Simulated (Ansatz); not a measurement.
# KCl: stress in a strained cell

Aim: deform KCl (zz strain of +3 %) and compute stress, forces and field gradients with LAPW, PAW and all-electron datasets made for the crystal.

Program: Ansatz 0.2.0. Level of theory: DFT LDA, scalar-relativistic. These are calculated values, not measurements.

## (1) The system as given

It takes space group Fm-3m (No. 225, cubic). Conventional cell: a = 6.312 Å, b = 6.312 Å, c = 6.312 Å, α = 90.00°, β = 90.00°, γ = 90.00°. Around K (site symmetry m-3m) lie 6 Cl at 3.16 Å. Around Cl (site symmetry m-3m) lie 6 K at 3.16 Å.

Coordinates:

```cif
data_structure
_symmetry_space_group_name_H-M 'P 1'
_symmetry_Int_Tables_number 1
_cell_length_a 4.4634
_cell_length_b 4.4634
_cell_length_c 4.4634
_cell_angle_alpha 60.000
_cell_angle_beta 60.000
_cell_angle_gamma 60.000
_cell_volume 62.88
loop_
_atom_site_label
_atom_site_type_symbol
_atom_site_fract_x
_atom_site_fract_y
_atom_site_fract_z
_atom_site_occupancy
K1 K 0.00000 0.00000 0.00000 1
Cl1 Cl 0.50000 0.50000 0.50000 1
```

Atoms are numbered in the order of the input: K1, Cl2.

## (2) The deformed structure

Space group Fm-3m before, I4/mmm after.

## (3) Full-potential LAPW

input.yaml reads:

```yaml
crystal:
  lattice:
    - [0.0, 3.1561, 3.250783]
    - [3.1561, 0.0, 3.250783]
    - [3.1561, 3.1561, 0.0]
  atoms:
    - { symbol: K, position: [0.0, 0.0, 0.0] }
    - { symbol: Cl, position: [0.5, 0.5, 0.5] }
kpoints:
  mp_grid: { grid: [7, 7, 7] }
  band_path:
    path:
      - [0.0, 0.0, 0.0]
      - [0.0, 0.5, 0.5]
      - [0.25, 0.75, 0.5]
      - [0.0, 0.5, 0.0]
      - [0.0, 0.0, 0.0]
      - [0.5, 0.5, 0.0]
      - [0.3678244886, 0.6321755114, 0.0]
      - [-0.3678244886, 0.3678244886, 0.0]
      - [0.0, 0.0, 0.0]
    npoints: 5
scf:
  occupations: { method: fermi_dirac, width: 0.03 }
hamiltonian:
  xc: lda
  pseudopotentials: { kind: all_electron, lapw: { basis_error: 0.001 } }
output:
  forces: true
  stress: true
  eigenvalues: true
```

The run is started by

```
> ansatz run input.yaml --threads 1 --pin off --max-ram 3072MiB --backend cpu --events-out ev --progress --plain --runs-dir out
```

## (4) PAW on the default files

input.yaml reads:

```yaml
crystal:
  lattice:
    - [0.0, 3.1561, 3.250783]
    - [3.1561, 0.0, 3.250783]
    - [3.1561, 3.1561, 0.0]
  atoms:
    - { symbol: K, position: [0.0, 0.0, 0.0] }
    - { symbol: Cl, position: [0.5, 0.5, 0.5] }
kpoints:
  mp_grid: { grid: [7, 7, 7] }
scf:
  occupations: { method: fermi_dirac, width: 0.03 }
hamiltonian:
  xc: lda
  pseudopotentials: { kind: paw }
output:
  forces: true
  stress: true
  eigenvalues: true
  efg: { contact_densities: true }
```

## (5) All-electron PAW on datasets made for the crystal

input.yaml: that of step 4 with these lines changed.

```diff
@@ -14,3 +14,3 @@
   xc: lda
-  pseudopotentials: { kind: paw }
+  pseudopotentials: { kind: all_electron, datasets: crystal }
 output:
```

(Steps that only read results are left out.)

**Question.** What will these runs give? Wanted: pressure; largest shear or deviatoric stress.

As calculated:

| quantity | value |
| --- | --- |
| pressure | LAPW -2.39, PAW -2.39, crystal datasets -2.39 GPa |
| largest shear or deviatoric stress (LAPW) | 0.39 GPa |

What this shows: The largest part of the stress beyond the pressure is 0.39 GPa in size, in the zz component; the atoms are carried along and not relaxed. No run of the undeformed cell stands beside it, so the pressure holds what the given cell had before the change. PAW: stress within 0.01 GPa of LAPW. Crystal datasets: stress within 0.01 GPa of LAPW.
